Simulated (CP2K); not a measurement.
## WS2 under changes of volume

One of the cells (17.744 Å³/atom); the others are scaled copies at fixed shape and fractional positions:

```xyz
3
Lattice="6.4274 0.0000 0.0000 5.6515 3.0612 0.0000 5.6515 1.4323 2.7055" Properties=species:S:1:pos:R:3 pbc="T T T"
W     0.0000    0.0000    0.0000
S    10.3014    2.6107    1.5719
S    13.3032    3.3715    2.0299
```

Measurements of this composition are mostly on another form, of space group No. 194.

* Program: CP2K 2026.2
* Functional: PBEsol
* Potentials or basis: POTENTIAL_UZH W GTH-PBE-q14, S GTH-PBE-q6; TZVP-MOLOPT-PBE-GTH basis
* Density cutoff: 6123 eV
* k mesh: 10 × 10 × 10
* Occupations: fermi-dirac, width 0.05 eV
* Spin: no spin polarisation

```tsv
volume (Å³/atom)	energy over the lowest point (meV/atom)	pressure (GPa)	gap on the mesh (eV)	largest force (eV/Å)
16.679	37.56	12.0	0.93	1.573
17.034	16.05	7.5	0.96	1.122
17.389	3.85	3.6	0.99	0.704
17.744	0.00	0.0	1.01	0.609
18.099	3.67	-3.2	1.03	0.622
18.454	?	?	?	?
18.809	30.59	-8.7	1.07	1.211
```

Task: What does the run at 18.454 Å³/atom give?

Result: Energy over the lowest point 14.10 meV/atom; pressure -6.1 GPa; gap on the mesh 1.05 eV; largest force 0.928 eV/Å.

Worked out: A Birch-Murnaghan fit of order 3 (a polynomial in V^(-2/3)) to the other rows has its minimum at 17.74 Å³/atom with B0 = V·E''(V) = 169 GPa and B' = 4.3 at fixed shape and positions, which overstates the stiffness. It gives 14.09 meV/atom at 18.454 Å³/atom, against the run's 14.10, and -dE/dV = -6.1 GPa, against -6.1. A straight line through the other rows of the gap, of slope 1.15 eV per unit of ln V, gives 1.05 eV, against the run's 1.05.

Energies are extrapolated to zero smearing.

Caveats: the potentials were made for another functional, which shifts forces and pressure; spin-orbit coupling is left out, which moves the levels of the heavy elements; the basis of atomic orbitals isn't converged, which shifts pressures, moduli and gaps.

A mesh can miss the band edges.
